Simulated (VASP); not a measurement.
# GaSb (F-43m) in VASP: notebook

Runs on GaSb. Level: PBE. Tasks: relaxation of cell and atoms.

Program: VASP 6.6.1. These are calculated values, not measurements. Logs are shortened: lines on timing, memory, paths and dates and some standing lists are left out, and cuts for length are marked.

### Step 1. The structure

Symmetry: F-43m, No. 216, cubic system. Conventional cell: a = 6.118 Å, b = 6.118 Å, c = 6.118 Å, α = 90.00°, β = 90.00°, γ = 90.00°. Around Ga (site symmetry -43m) lie 4 Sb at 2.65 Å. Sb (site symmetry -43m) is surrounded by 4 Ga at 2.65 Å.

### Step 2. Relaxation of cell and atoms, PBE

INCAR

```
SYSTEM = GaSb
ALGO = Normal ; EDIFF = 1E-7
EDIFFG = -0.002 ; ENCUT = 520
GGA = PE ; IBRION = 2
ISIF = 3 ; ISMEAR = 0
LASPH = .True. ; LCHARG = .False.
LREAL = .False. ; LWAVE = .False.
NELM = 80 ; NSW = 80
PREC = Accurate ; SIGMA = 1.0
```

KPOINTS

```
k-points
0
Gamma
  10 10 10
  0 0 0
```

POSCAR

```
GaSb
1.0
    0.0000000000      3.0590000000      3.0590000000
    3.0590000000      0.0000000000      3.0590000000
    3.0590000000      3.0590000000      0.0000000000
Ga Sb
1 1
Direct
    0.0000000000      0.0000000000      0.0000000000
    0.2500000000      0.2500000000      0.2500000000
```

Potentials or basis: VASP PAW PBE potentials, release 64 (Ga_d, Sb).

On the command line:

```
cat potpaw_PBE.64/Ga_d/POTCAR potpaw_PBE.64/Sb/POTCAR > POTCAR
mpirun -np 1 vasp_std > vasp.out
```

OUTCAR:

```text
SYSTEM = GaSb
   EDIFF = 1E-7
   EDIFFG = -0.002
   ENCUT = 520
   GGA = PE
   IBRION = 2
   ISIF = 3
   ISMEAR = 0
   LASPH = .True.
   LREAL = .False.
   NELM = 80
   NSW = 80
   PREC = Accurate

 ion  position               nearest neighbor table
   1  0.000  0.000  0.000-   2 2.65   2 2.65   2 2.65   2 2.65
   2  0.250  0.250  0.250-   1 2.65   1 2.65   1 2.65   1 2.65

  LATTYP: Found a face centered cubic cell.
 ALAT       =     6.1180000000

  Lattice vectors:

 A1 = (   0.0000000000,   3.0590000000,   3.0590000000)
 A2 = (   3.0590000000,   0.0000000000,   3.0590000000)
 A3 = (   3.0590000000,   3.0590000000,   0.0000000000)

Analysis of symmetry for initial positions (statically):
=====================================================================
 Subroutine PRICEL returns:
 Original cell was already a primitive cell.

 Routine SETGRP: Setting up the symmetry group for a
 face centered cubic supercell.

 Subroutine GETGRP returns: Found 24 space group operations
 (whereof 24 operations were pure point group operations)
 out of a pool of 48 trial point group operations.

The static configuration has the point symmetry T_d .

Analysis of symmetry for dynamics (positions and initial velocities):
=====================================================================
 Subroutine PRICEL returns:
 Original cell was already a primitive cell.

 Routine SETGRP: Setting up the symmetry group for a
 face centered cubic supercell.

 Subroutine GETGRP returns: Found 24 space group operations
 (whereof 24 operations were pure point group operations)
 out of a pool of 48 trial point group operations.

The dynamic configuration has the point symmetry T_d .

 Subroutine INISYM returns: Found 24 space group operations
 (whereof 24 operations are pure point group operations),
 and found     1 'primitive' translations

----------------------------------------------------------------------------------------

                                     Primitive cell

  volume of cell :      57.2491

  direct lattice vectors                    reciprocal lattice vectors
     0.000000000  3.059000000  3.059000000    -0.163452109  0.163452109  0.163452109
     3.059000000  0.000000000  3.059000000     0.163452109 -0.163452109  0.163452109
     3.059000000  3.059000000  0.000000000     0.163452109  0.163452109 -0.163452109

  length of vectors
     4.326079287  4.326079287  4.326079287     0.283107357  0.283107357  0.283107357

  position of ions in fractional coordinates (direct lattice)
     0.000000000  0.000000000  0.000000000
     0.250000000  0.250000000  0.250000000

  ion indices of the primitive-cell ions
   primitive index   ion index
                 1           1
                 2           2

----------------------------------------------------------------------------------------

 KPOINTS: k-points

Automatic generation of k-mesh.
 Grid dimensions read from file:
 generate k-points for:   10   10   10

 Generating k-lattice:

  Cartesian coordinates                     Fractional coordinates (reciprocal lattice)
    -0.016345211  0.016345211  0.016345211     0.100000000  0.000000000  0.000000000
     0.016345211 -0.016345211  0.016345211     0.000000000  0.100000000  0.000000000
     0.016345211  0.016345211 -0.016345211     0.000000000  0.000000000  0.100000000

  Length of vectors
     0.028310736  0.028310736  0.028310736

  Shift w.r.t. Gamma in fractional coordinates (k-lattice)
     0.000000000  0.000000000  0.000000000

 Subroutine IBZKPT returns following result:
 ===========================================

 Found     47 irreducible k-points:

 Following reciprocal coordinates:
            Coordinates               Weight
  0.000000  0.000000  0.000000      1.000000
  0.100000  0.000000  0.000000      8.000000
  0.200000  0.000000  0.000000      8.000000
  0.300000  0.000000  0.000000      8.000000
  0.400000  0.000000  0.000000      8.000000
  0.500000  0.000000  0.000000      4.000000
[... 16 lines left out ...]
  0.300000  0.300000  0.000000      6.000000
  0.400000  0.300000  0.000000     24.000000
 [... further k-points ...]
   k-points           NKPTS =     47   k-points in BZ     NKDIM =     47   number of bands    NBANDS=     13
   number of dos      NEDOS =    301   number of ions     NIONS =      2
   total plane-waves  NPLWV =  32768
   dimension x,y,z NGX =    32 NGY =   32 NGZ =   32
   dimension x,y,z NGXF=    64 NGYF=   64 NGZF=   64
   ions per type =               1   1
   NGX,Y,Z   is equivalent  to a cutoff of  12.30, 12.30, 12.30 a.u.
   NGXF,Y,Z  is equivalent  to a cutoff of  24.59, 24.59, 24.59 a.u.
 SYSTEM =  GaSb
   PREC   = accura    normal or accurate (medium, high low for compatibility)
   ISTART =      0    job   : 0-new  1-cont  2-samecut
   ICHARG =      2    charge: 1-file 2-atom 10-const
   ISPIN  =      1    spin polarized calculation?
   LNONCOLLINEAR =      F non collinear calculations
   LSORBIT =      F    spin-orbit coupling
   LASPH  =      T    aspherical Exc in radial PAW
   ENCUT  =  520.0 eV  38.22 Ry    6.18 a.u.   8.04  8.04  8.04*2*pi/ulx,y,z
   NELM   =     80;   NELMIN=  2; NELMDL= -5     # of ELM steps
   EDIFF  = 0.1E-06   stopping-criterion for ELM
   LREAL  =      F    real-space projection
   EDIFFG = -.2E-02   stopping-criterion for IOM
   NSW    =     80    number of steps for IOM
   IBRION =      2    ionic relax: 0-MD 1-quasi-New 2-CG
   NFREE  =      1    steps in history (QN), initial steepest desc. (CG)
   ISIF   =      3    stress and relaxation
   ISYM   =      2    0-nonsym 1-usesym 2-fastsym
   POTIM  = 0.5000    time-step for ionic-motion
   TEBEG  =    0.0;   TEEND  =   0.0 temperature during run
   PSTRESS=    0.0 pullay stress
   NELECT =      18.0000    total number of electrons
   NUPDOWN=      -1.0000    fix difference up-down
   EMIN   =  10.00;   EMAX   =-10.00  energy-range for DOS
   EFERMI =   0.00;   METHOD = LEGACY
   ISMEAR =     0;   SIGMA  =   1.00  broadening in eV -4-tet -1-fermi 0-gaus
   EFERMI_NEDOS =   21; number of points for ismear=-14 and -15
   IALGO  =     38    algorithm
   IMIX   =      4    mixing-type and parameters
     AMIX     =   0.40;   BMIX     =  1.00
     AMIX_MAG =   1.60;   BMIX_MAG =  1.00
  volume/ion in A,a.u.               =      28.62       193.17
  Fermi-wavevector in a.u.,A,eV,Ry     =   1.113208  2.103657 16.860766  1.239231
  Thomas-Fermi vector in A             =   2.249790
   LORBIT       =      0    0 simple, 1 ext, 2 COOP (PROOUT), +10 PAW based schemes
   GGA     = PE    functional components
   LHFCALC =     F    Hartree Fock is set to
   AEXX    =    0.0000 exact exchange contribution
   IVDW    =     0    specifies the selected vdW correction
   LEPSILON=     F    determine dielectric tensor
   LRPA    =     F    only Hartree local field effects (RPA)
 conjugate gradient relaxation of ions
 non-spin polarized calculation
 Gauss-broadening in eV      SIGMA  =   1.00
  energy-cutoff  :      520.00
  volume of cell :       57.25
 maximum number of plane-waves:      1572
   NGX = 17   NGY = 17   NGZ = 17

--------------------------------------- Ionic step        1  -------------------------------------------

 number of electron      17.9999986 magnetization

 Free energy of the ion-electron system (eV)
  ---------------------------------------------------
  ext. energy  EPLUGINS =         0.00000000
  ---------------------------------------------------
  free energy    TOTEN  =        -7.39668994 eV

  energy without entropy =       -7.23121865  energy(sigma->0) =       -7.31395429

 E-fermi :   5.0604     XC(G=0):  -9.1015

 val. band max:        4.8921584533   @ k =   0.0000   0.0000   0.0000
 cond. band min:       5.2607893267   @ k =   0.5000   0.0000   0.0000
 fundamental gap:      0.3686308735
 Fermi energy:         5.0603911657

 k-point     1 :       0.0000    0.0000    0.0000
  band No.  band energies     occupation
      1     -10.1598      2.00000
      2     -10.1598      2.00000
      3     -10.1598      2.00000
      4     -10.1096      2.00000
      5     -10.1096      2.00000
      6      -6.6236      2.00000
      7       4.8521      1.23167
      8       4.8521      1.23167
      9       4.8521      1.23167
     10       4.8922      1.18805
     11       7.6392      0.00027
     12       7.6392      0.00027
     13       7.6392      0.00027
[... 469 lines left out ...]
  FREE ENERGIE OF THE ION-ELECTRON SYSTEM (eV)
  ---------------------------------------------------
  free  energy   TOTEN  =        -7.4255917180 eV

  energy  without entropy=       -7.2319939450  energy(sigma->0) =       -7.32879283

[... ionic steps 4 to 16 ...]

--------------------------------------- Ionic step       17  -------------------------------------------

 number of electron      18.0000017 magnetization

------------------------ aborting loop because EDIFF is reached ----------------------------------------

  FORCE on cell =-STRESS in cart. coord.  units (eV):
  Direction    XX          YY          ZZ          XY          YZ          ZX
  --------------------------------------------------------------------------------------
  -------------------------------------------------------------------------------------
  Total        0.0073931      0.0073931      0.0073931      0.0000000      0.0000000      0.0000000
  in kB        0.1949027      0.1949027      0.1949027      0.0000000      0.0000000      0.0000000
  external PRESSURE =       0.1949027 kB  Pullay stress =       0.0000000 kB
[... 57 lines left out ...]
  energy  without entropy=       -7.2317301053  energy(sigma->0) =       -7.32866020

--------------------------------------- Ionic step       19  -------------------------------------------

 number of electron      18.0000017 magnetization

 Free energy of the ion-electron system (eV)
  ---------------------------------------------------
  ext. energy  EPLUGINS =         0.00000000
  ---------------------------------------------------
  free energy    TOTEN  =        -7.42559123 eV

  energy without entropy =       -7.23183502  energy(sigma->0) =       -7.32871313

 E-fermi :   4.4630     XC(G=0):  -8.8423

 val. band max:        4.2593452044   @ k =   0.0000   0.0000   0.0000
 cond. band min:       4.5503763147   @ k =   0.5000   0.0000   0.0000
 fundamental gap:      0.2910311103
 Fermi energy:         4.4629994071

 k-point     1 :       0.0000    0.0000    0.0000
  band No.  band energies     occupation
      1     -10.6392      2.00000
      2     -10.6392      2.00000
      3     -10.6392      2.00000
      4     -10.5975      2.00000
      5     -10.5975      2.00000
      6      -6.8161      2.00000
      7       3.8853      1.58605
      8       4.2593      1.22666
      9       4.2593      1.22666
     10       4.2593      1.22666
     11       7.0612      0.00024
     12       7.0612      0.00024
     13       7.0612      0.00024
[... 397 lines left out ...]
  FREE ENERGIE OF THE ION-ELECTRON SYSTEM (eV)
  ---------------------------------------------------
  free  energy   TOTEN  =        -7.4255912300 eV

  energy  without entropy=       -7.2318350249  energy(sigma->0) =       -7.32871313

 reached required accuracy - stopping structural energy minimisation
```

Run time: 80 s. Hardware: 1 thread of Intel Xeon 6975P-C (Granite Rapids), shared host; peak memory 0.21 GiB.

Results:

| Item | Value |
| --- | --- |
| Free energy | -7.4256 eV |
| Relaxed volume | 30.39 Å³/atom |
| Relaxed cell | a = 4.413 Å, b = 4.413 Å, c = 4.413 Å, α = 60.00°, β = 60.00°, γ = 60.00° |
| Space group after relaxing (to 0.05 Å) | F-43m (No. 216) |
| Energy gained by relaxing | 14.5 meV/atom |
| Ionic steps | 19 |
| Pressure after relaxing | 0.0 GPa |
| Band gap on the k mesh | none (metal or under the smearing width) |

The path:
| step | energy change (eV) | largest force (eV/Å) | pressure (GPa) | volume (Å³) |
| --- | --- | --- | --- | --- |
| 1 | 0.0000 | 0.0000 | 2.79 | 57.25 |
| 2 | -0.0279 | 0.0000 | -0.45 | 61.48 |
| 3 | -0.0289 | 0.0000 | -0.02 | 60.77 |
| 4 | -0.0289 | 0.0000 | 0.05 | 60.69 |
| 5 | -0.0289 | 0.0000 | 0.04 | 60.70 |
| 6 | -0.0289 | 0.0000 | 0.04 | 60.70 |
| 7 | -0.0289 | 0.0000 | 0.05 | 60.70 |
| 8 | -0.0289 | 0.0000 | 0.05 | 60.70 |
| 9 | -0.0289 | 0.0000 | 0.05 | 60.70 |
| 10 | -0.0289 | 0.0000 | 0.05 | 60.70 |
| 11 | -0.0289 | 0.0000 | 0.03 | 60.71 |
| 12 | -0.0289 | 0.0000 | 0.04 | 60.71 |
| 13 | -0.0289 | 0.0000 | 0.03 | 60.72 |
| 14 | -0.0289 | 0.0000 | 0.02 | 60.73 |
| 15 | -0.0289 | 0.0000 | 0.01 | 60.76 |
| 16 | -0.0289 | 0.0000 | -0.03 | 60.82 |
| 17 | -0.0289 | 0.0000 | 0.02 | 60.77 |
| 18 | -0.0289 | 0.0000 | -0.02 | 60.79 |
| 19 | -0.0289 | 0.0000 | 0.01 | 60.78 |

Final structure:
```
Ga Sb
1.0
     0.00000    3.12070    3.12070
     3.12070    0.00000    3.12070
     3.12070    3.12070    0.00000
Ga Sb
1 1
Direct
  0.00000 0.00000 0.00000
  0.25000 0.25000 0.25000
```

Caveat: this crystal is a semiconductor, whose small gap the functional closes, so the metal is an error of the method. Zero-point motion and thermal expansion aren't in these numbers.

### Step 3. Relaxation of cell and atoms, PBE

This run uses another cell than the first one, of 30.39 Å³/atom, 1.062 times its volume.

INCAR is that of step 2.

KPOINTS is that of step 2.

POSCAR

```
GaSb                                    
1.0
    0.0000000000      3.1206955285      3.1206955285
    3.1206955285      0.0000000000      3.1206955285
    3.1206955285      3.1206955285     -0.0000000000
  Ga              Sb            
     1     1
Direct
     0.0000000000000000    0.0000000000000000    0.0000000000000000
     0.2500000000000000    0.2500000000000000    0.2500000000000000
```

Potentials or basis: VASP PAW PBE potentials, release 64 (Ga_d, Sb).

On the command line:

```
cat potpaw_PBE.64/Ga_d/POTCAR potpaw_PBE.64/Sb/POTCAR > POTCAR
mpirun -np 1 vasp_std > vasp.out
```

It took 15 s on 1 thread of Intel Xeon 6975P-C (Granite Rapids), shared host; peak memory 0.22 GiB.

Results (log left out):

```
Free energy             : -7.4257 eV
Pressure after relaxing : 0.0 GPa
Band gap on the k mesh  : none (metal or under the smearing width)
```

Final structure:
```
Ga Sb
1.0
     0.00000    3.12070    3.12070
     3.12070    0.00000    3.12070
     3.12070    3.12070    0.00000
Ga Sb
1 1
Cartesian
  0.0000 0.0000 0.0000
  1.5603 1.5603 1.5603
```

Levels at points of the mesh, in eV from the Fermi level:
```
           k point  band 5  band 6  band 7  band 8  band 9  band 10  band 11  band 12  band 13
(0.00, 0.00, 0.00)  -15.06  -11.28   -0.58   -0.20   -0.20    -0.20     2.60     2.60     2.60
(0.50, 0.00, 0.00)  -15.06   -9.81   -6.28   -1.26   -1.26     0.09     3.55     3.55     6.29
(0.50, 0.50, 0.00)  -15.06   -9.07   -6.74   -2.57   -2.57     0.76     1.16     8.10     8.10
```

Caveat: the relaxation stopped at its first step, so nothing moved; this crystal is a semiconductor, whose small gap the functional closes, so the metal is an error of the method.
